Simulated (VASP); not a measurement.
# B (R-3m) in VASP: relaxation of cell and atoms with r2SCAN

Aim: the relaxation of cell and atoms of B with r2SCAN.

All numbers are computed with VASP 6.6.1; they aren't measurements. Logs are shortened: lines on timing, memory, paths and dates and some standing lists are left out, and cuts for length are marked.

### 1 The crystal as given

It takes space group R-3m (No. 166, trigonal). The conventional cell has a = 4.898 Å, b = 4.898 Å, c = 12.524 Å, α = 90.00°, β = 90.00°, γ = 120.00°. B (site symmetry m) is surrounded by 6 B at 1.67 to 1.80 Å. Around B (site symmetry m) lie 7 B at 1.77 to 2.01 Å.

### 2 Relaxation of cell and atoms, r2SCAN

Input file INCAR:

```
PREC     = Accurate       # precision mode
ENCUT    = 600            # plane-wave cutoff, eV
EDIFF    = 1E-7           # SCF threshold, eV
ISMEAR   = 0              # smearing method
SIGMA    = 0.02           # smearing width, eV
LREAL    = False          # projectors in reciprocal space
LASPH    = True           # aspherical terms in the spheres
NELM     = 100            # most SCF steps
ALGO     = Normal         # electronic algorithm
ISIF     = 3              # what is computed and relaxed
LWAVE    = False          # write WAVECAR
LCHARG   = False          # write CHGCAR
METAGGA  = R2SCAN         # meta-GGA
LMIXTAU  = True         
IBRION   = 2              # ionic algorithm
NSW      = 90             # ionic steps
EDIFFG   = -0.005         # ionic threshold
```

Input file KPOINTS:

```
Automatic mesh
0
Gamma
  6 6 6
```

Input file POSCAR:

```
B
1.0
    2.4491963900      1.4140442000      4.1747204400
   -2.4491963900      1.4140442000      4.1747204400
    0.0000000000     -2.8280883900      4.1747204400
B
12
Direct
    0.0099700400      0.6542851200      0.0099700400
    0.0099700400      0.0099700400      0.6542851200
    0.6542851200      0.0099700400      0.0099700400
    0.3457148800      0.9900299600      0.9900299600
    0.9900299600      0.3457148800      0.9900299600
    0.9900299600      0.9900299600      0.3457148800
    0.2205655700      0.6316348300      0.2205655700
    0.2205655700      0.2205655700      0.6316348300
    0.6316348300      0.2205655700      0.2205655700
    0.3683651700      0.7794344300      0.7794344300
    0.7794344300      0.3683651700      0.7794344300
    0.7794344300      0.7794344300      0.3683651700
```

Potentials or basis: VASP PAW PBE potentials, release 64 (B).

The run is started by

```bash
cat potpaw_PBE.64/B/POTCAR > POTCAR
mpirun -np 1 vasp_std > vasp.out
```

OUTCAR:

```text
PREC = Accurate
   ENCUT = 600
   EDIFF = 1E-7
   ISMEAR = 0
   LREAL = False
   LASPH = True
   NELM = 100
   ISIF = 3
   METAGGA = R2SCAN
   IBRION = 2
   NSW = 90
   EDIFFG = -0.005

 ion  position               nearest neighbor table
   1  0.010  0.654  0.010-   5 1.67   3 1.74   2 1.74   7 1.79  12 1.80  10 1.80
   2  0.010  0.010  0.654-   6 1.67   3 1.74   1 1.74   8 1.79  10 1.80  11 1.80
   3  0.654  0.010  0.010-   4 1.67   1 1.74   2 1.74   9 1.79  12 1.80  11 1.80
   4  0.346  0.990  0.990-   3 1.67   5 1.74   6 1.74  10 1.79   8 1.80   7 1.80
   5  0.990  0.346  0.990-   1 1.67   4 1.74   6 1.74  11 1.79   8 1.80   9 1.80
   6  0.990  0.990  0.346-   2 1.67   4 1.74   5 1.74  12 1.79   9 1.80   7 1.80
   7  0.221  0.632  0.221-  12 1.77  10 1.77   1 1.79   6 1.80   4 1.80   9 2.01   8 2.01
   8  0.221  0.221  0.632-  10 1.77  11 1.77   2 1.79   4 1.80   5 1.80   7 2.01   9 2.01
   9  0.632  0.221  0.221-  12 1.77  11 1.77   3 1.79   6 1.80   5 1.80   7 2.01   8 2.01
  10  0.368  0.779  0.779-   8 1.77   7 1.77   4 1.79   2 1.80   1 1.80  11 2.01  12 2.01
  11  0.779  0.368  0.779-   8 1.77   9 1.77   5 1.79   2 1.80   3 1.80  10 2.01  12 2.01
  12  0.779  0.779  0.368-   7 1.77   9 1.77   6 1.79   3 1.80   1 1.80  10 2.01  11 2.01

  LATTYP: Found a trigonal (rhomboedric) cell.
 ALAT       =     5.0424572094
 COS(alpha) =     0.5281621515

  Lattice vectors:

 A1 = (   2.4491963900,   1.4140442000,   4.1747204400)
 A2 = (  -2.4491963900,   1.4140442000,   4.1747204400)
 A3 = (   0.0000000000,  -2.8280883900,   4.1747204400)

Analysis of symmetry for initial positions (statically):
=====================================================================
 Subroutine PRICEL returns:
 Original cell was already a primitive cell.

 Routine SETGRP: Setting up the symmetry group for a
 trigonal (rhombohedral) supercell.

 Subroutine GETGRP returns: Found 12 space group operations
 (whereof 12 operations were pure point group operations)
 out of a pool of 12 trial point group operations.

The static configuration has the point symmetry D_3d.

Analysis of symmetry for dynamics (positions and initial velocities):
=====================================================================
 Subroutine PRICEL returns:
 Original cell was already a primitive cell.

 Routine SETGRP: Setting up the symmetry group for a
 trigonal (rhombohedral) supercell.

 Subroutine GETGRP returns: Found 12 space group operations
 (whereof 12 operations were pure point group operations)
[... 131 lines left out ...]
   TEBEG  =    0.0;   TEEND  =   0.0 temperature during run
   PSTRESS=    0.0 pullay stress
   NELECT =      36.0000    total number of electrons
   NUPDOWN=      -1.0000    fix difference up-down
   EMIN   =  10.00;   EMAX   =-10.00  energy-range for DOS
   EFERMI =   0.00;   METHOD = LEGACY
   ISMEAR =     0;   SIGMA  =   0.02  broadening in eV -4-tet -1-fermi 0-gaus
   EFERMI_NEDOS =   21; number of points for ismear=-14 and -15
   IALGO  =     38    algorithm
   IMIX   =      4    mixing-type and parameters
     AMIX     =   0.40;   BMIX     =  1.00
     AMIX_MAG =   1.60;   BMIX_MAG =  1.00
  volume/ion in A,a.u.               =       7.23        48.78
  Fermi-wavevector in a.u.,A,eV,Ry     =   1.221108  2.307559 20.287697  1.491104
  Thomas-Fermi vector in A             =   2.356301
   LORBIT       =      0    0 simple, 1 ext, 2 COOP (PROOUT), +10 PAW based schemes
   METAGGA = R2SCAN    functional components
   LHFCALC =     F    Hartree Fock is set to
   AEXX    =    0.0000 exact exchange contribution
   IVDW    =     0    specifies the selected vdW correction
   LEPSILON=     F    determine dielectric tensor
   LRPA    =     F    only Hartree local field effects (RPA)
 conjugate gradient relaxation of ions
 non-spin polarized calculation
 Gauss-broadening in eV      SIGMA  =   0.02
  energy-cutoff  :      600.00
  volume of cell :       86.75
 maximum number of plane-waves:      2917
   NGX = 21   NGY = 21   NGZ = 21

--------------------------------------- Ionic step        1  -------------------------------------------

 number of electron      36.0000000 magnetization

 Free energy of the ion-electron system (eV)
  ---------------------------------------------------
  ext. energy  EPLUGINS =         0.00000000
  ---------------------------------------------------
  free energy    TOTEN  =       -88.14273008 eV

  energy without entropy =      -88.14273008  energy(sigma->0) =      -88.14273008

------------------------ aborting loop because EDIFF is reached ----------------------------------------

  FORCE on cell =-STRESS in cart. coord.  units (eV):
  Direction    XX          YY          ZZ          XY          YZ          ZX
  --------------------------------------------------------------------------------------
  -------------------------------------------------------------------------------------
  Total        0.0661803      0.0661803     -0.1938198      0.0000000     -0.0000000      0.0000000
  in kB        1.2222895      1.2222895     -3.5796733      0.0000000     -0.0000000      0.0000000
  external PRESSURE =      -0.3783648 kB  Pullay stress =       0.0000000 kB
[... 171 lines left out ...]
--------------------------------------- Ionic step        5  -------------------------------------------

 number of electron      36.0000000 magnetization

 Free energy of the ion-electron system (eV)
  ---------------------------------------------------
  ext. energy  EPLUGINS =         0.00000000
  ---------------------------------------------------
  free energy    TOTEN  =       -88.14283164 eV

  energy without entropy =      -88.14283164  energy(sigma->0) =      -88.14283164

 E-fermi :   6.0242     XC(G=0): -12.3044

 val. band max:        5.9107850606   @ k =   0.5000   0.5000   0.5000
 cond. band min:       7.5380943548   @ k =   0.5000   0.5000   0.0000
 fundamental gap:      1.6273092941
 Fermi energy:         6.0242304355

 k-point     1 :       0.0000    0.0000    0.0000
  band No.  band energies     occupation
      1     -11.2594      2.00000
      2      -5.2238      2.00000
      3      -4.9642      2.00000
      4      -4.9642      2.00000
      5      -3.6806      2.00000
      6      -3.0630      2.00000
[... 661 lines left out ...]
     24      11.3488      0.00000
     25      11.8827      0.00000

 [... further k-points ...]

------------------------ aborting loop because EDIFF is reached ----------------------------------------

  FORCE on cell =-STRESS in cart. coord.  units (eV):
  Direction    XX          YY          ZZ          XY          YZ          ZX
  --------------------------------------------------------------------------------------
  -------------------------------------------------------------------------------------
  Total        0.0091316      0.0091316      0.0040531      0.0000000      0.0000000      0.0000000
  in kB        0.1686933      0.1686933      0.0748756      0.0000000      0.0000000      0.0000000
  external PRESSURE =       0.1374207 kB  Pullay stress =       0.0000000 kB
[... 27 lines left out ...]
  FREE ENERGIE OF THE ION-ELECTRON SYSTEM (eV)
  ---------------------------------------------------
  free  energy   TOTEN  =       -88.1428316431 eV

  energy  without entropy=      -88.1428316431  energy(sigma->0) =      -88.14283164

 reached required accuracy - stopping structural energy minimisation
```

Run time: 12 min. Hardware: 1 thread of Intel Xeon 6975P-C (Granite Rapids), shared host; peak memory 0.27 GiB.

Results:

```
Free energy                            : -88.1428 eV
Relaxed volume                         : 7.23 Å³/atom
Relaxed cell                           : a = 5.041 Å, b = 5.041 Å, c = 5.041 Å, α = 58.16°, β = 58.16°, γ = 58.16°
Space group after relaxing (to 0.05 Å) : R-3m (No. 166)
Energy gained by relaxing              : 0.0 meV/atom
Ionic steps                            : 5
Pressure after relaxing                : 0.0 GPa
Largest force after relaxing           : 0.003 eV/Å
Band gap on the k mesh                 : 1.63 eV, indirect (least direct gap 2.04 eV)
```

Forces on the atoms (eV/Å):
```
B    0.000  0.000 -0.002
B    0.000  0.000 -0.002
B    0.000  0.000 -0.002
B    0.000  0.000  0.002
B    0.000  0.000  0.002
B    0.000  0.000  0.002
B   -0.002  0.001  0.001
B    0.000 -0.003  0.001
B    0.002  0.001  0.001
B   -0.002 -0.001 -0.001
B    0.002 -0.001 -0.001
B    0.000  0.003 -0.001
```

Step by step:
```
step  energy change (eV)  largest force (eV/Å)  pressure (GPa)  volume (Å³)
   1              0.0000                0.0138           -0.04        86.75
   2             -0.0001                0.0178           -0.01        86.73
   3             -0.0001                0.0111           -0.02        86.73
   4             -0.0001                0.0124            0.04        86.72
   5             -0.0001                0.0031            0.01        86.73
```

Final structure:
```cif
data_structure
_symmetry_space_group_name_H-M 'P 1'
_symmetry_Int_Tables_number 1
_cell_length_a 5.0406
_cell_length_b 5.0406
_cell_length_c 5.0406
_cell_angle_alpha 58.155
_cell_angle_beta 58.155
_cell_angle_gamma 58.155
_cell_volume 86.73
loop_
_atom_site_label
_atom_site_type_symbol
_atom_site_fract_x
_atom_site_fract_y
_atom_site_fract_z
_atom_site_occupancy
B1 B 0.00989 0.65434 0.00989 1
B2 B 0.00989 0.00989 0.65434 1
B3 B 0.65434 0.00989 0.00989 1
B4 B 0.34566 0.99011 0.99011 1
B5 B 0.99011 0.34566 0.99011 1
B6 B 0.99011 0.99011 0.34566 1
B7 B 0.22059 0.63160 0.22059 1
B8 B 0.22059 0.22059 0.63160 1
B9 B 0.63160 0.22059 0.22059 1
B10 B 0.36840 0.77941 0.77941 1
B11 B 0.77941 0.36840 0.77941 1
B12 B 0.77941 0.77941 0.36840 1
```

Levels at points of the mesh, in eV from the valence-band top:
| k point | band 15 | band 16 | band 17 | band 18 | band 19 | band 20 | band 21 | band 22 |
| --- | --- | --- | --- | --- | --- | --- | --- | --- |
| (0.00, 0.00, 0.00) | -1.40 | -0.93 | -0.93 | -0.38 | 1.66 | 4.90 | 4.90 | 5.10 |
| (0.50, 0.00, 0.00) | -2.74 | -2.08 | -1.78 | -0.68 | 2.15 | 3.46 | 3.97 | 5.17 |
| (0.50, 0.50, 0.00) | -3.04 | -2.77 | -2.22 | -2.08 | 1.63 | 2.92 | 3.05 | 3.77 |
| (0.50, 0.50, 0.50) | -3.09 | -1.93 | -1.93 | 0.00 | 2.87 | 3.00 | 3.00 | 5.31 |

Caveat: the PAW data sets were made with another functional, which shifts forces and pressure a little. r2SCAN opens gaps a little over a GGA but as a rule still falls short of measured ones.
